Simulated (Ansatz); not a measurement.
As interstitial in AlAs

Theory: DFT PBE, scalar-relativistic, plane waves, PAW in Ansatz. (420 eV cutoff, 2×2×2 k-mesh, shifted by half a step, Gaussian smearing of 0.01 eV, collinear spin in charge 0, +2 alone)

Host crystal, relaxed:

```yaml
crystal:
  lattice:
    - [0.00000, 2.86396, 2.86396]
    - [2.86396, 0.00000, 2.86396]
    - [2.86396, 2.86396, 0.00000]
  atoms:
    - { symbol: Al, position: [0.00000, 0.00000, 0.00000] }
    - { symbol: As, position: [0.75000, 0.75000, 0.75000] }
```

Supercell of 32 atoms, rows in host cell vectors: 1 1 1; 1 -3 1; 1 1 -3. Atoms relax at the host's cell, keeping the symmetry that the supercell leaves at the site. The cell is small, so energies carry finite-size errors of tenths of an eV. The host's Kohn–Sham gap is 1.50 eV. Atoms are taken from and returned to the elements' standard states. Charged cells are corrected for image charges with the computed static dielectric tensor (mean 11.6) and aligned with the host's potential at far atoms (alignment terms reach 0.84 eV; the program doubts the alignment in some charges, where it is up to 0.84 eV). No band-filling term is added, and the Fermi level counts from the host's valence band top.

Defect: As interstitial set at (0.250, 0.250, 0.250) of the host cell. Before relaxation its nearest neighbours are 4 Al at 2.48 Å, 6 As at 2.86 Å.

```json
{"charge": "+3", "E_f at the valence band top (eV)": "2.73", "over the neutral state (eV)": "-1.47", "moment (μB)": "0.00", "largest move (Å)": "0.22", "atoms near the site": "4 Al at 2.70 Å, 6 As at 2.85 Å"}
{"charge": "+2", "E_f at the valence band top (eV)": "2.88", "over the neutral state (eV)": "-1.32", "moment (μB)": "0.50", "largest move (Å)": "0.17", "atoms near the site": "4 Al at 2.65 Å, 6 As at 2.90 Å"}
{"charge": "+1", "E_f at the valence band top (eV)": "3.43", "over the neutral state (eV)": "-0.77", "moment (μB)": "0.00", "largest move (Å)": "0.12", "atoms near the site": "4 Al at 2.60 Å, 6 As at 2.94 Å"}
{"charge": "0", "E_f at the valence band top (eV)": "4.20", "over the neutral state (eV)": "0.00", "moment (μB)": "3.00", "largest move (Å)": "0.12", "atoms near the site": "4 Al at 2.54 Å, 6 As at 2.98 Å"}
```

Among the charges computed the stable one is +3 at the valence band top, changing to +2 at 0.15 eV, changing to +1 at 0.55 eV, changing to 0 at 0.77 eV. In charge +2, +1 the cell has partly filled bands: a level of the defect may be part filled, the carrier may sit in the host's bands, or levels may cross between the k points, so transitions that involve it are doubtful. Other sites of the defect weren't tried. Fractional moments come from partly filled bands of the small cell.